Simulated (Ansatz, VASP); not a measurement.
# Cs in VASP and in Ansatz

```
Cs
1.0
     3.96173    0.00000    0.00000
     0.00000    3.96173    0.00000
     0.00000    0.00000    3.96173
Cs
1
Direct
  0.00000 0.00000 0.00000
```

Change from the starting cell: volume scaled by 0.6, PAW files.

Alike in both runs: task single point; functional LDA; k mesh 8 × 8 × 8; occupations fermi-dirac, width 0.1 eV; no spin polarisation.

|  | VASP | Ansatz |
| --- | --- | --- |
| version | VASP 6.6.1 | Ansatz 0.2.0 |
| potentials or method | VASP PAW LDA potentials, release 64 (Cs_sv) | PAW with Ansatz's default frozen-core files, scalar-relativistic |
| plane-wave cutoff (eV) | 520 | 420 |
| valence electrons in the cell | 9 | 9 |

|  | VASP | Ansatz | Ansatz less VASP |
| --- | --- | --- | --- |
| pressure (GPa) | 1.2 | 1.2 | +0.01 |

Spin-orbit coupling is left out, which matters for the levels of Cs.
